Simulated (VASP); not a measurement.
Data:

```yaml
crystal:
  lattice:
    - [2.67116, 0.00000, 0.00000]
    - [0.00000, 2.67116, 0.00000]
    - [0.00000, 0.00000, 3.71591]
  atoms:
    - { symbol: Co, position: [0.00000, 0.00000, 0.00000] }
    - { symbol: Pt, position: [0.50000, 0.50000, 0.50000] }
```

Method: PBE GGA, VASP's PBE PAW potentials (set 64) (plane waves; VASP). Run with 300 eV cut-off, 8×8×6 Γ-centred mesh, first-order Methfessel-Paxton smearing of 0.10 eV, potentials Co Pt.

At this cut-off the stress carries a Pulay error, which pulls relaxed volumes low. The run has a spin-polarised start.

Question: Give the stress tensor in GPa (positive for a compressed cell).

Answer: 
```
4.26  0.00  0.00
0.00  4.26  0.00
0.00  0.00  2.74
```
The pressure is its mean diagonal, 3.75 GPa.

The structure comes from a computed database's CoPt entry; how it stands against other phases isn't given here. The cell was not relaxed at this level.
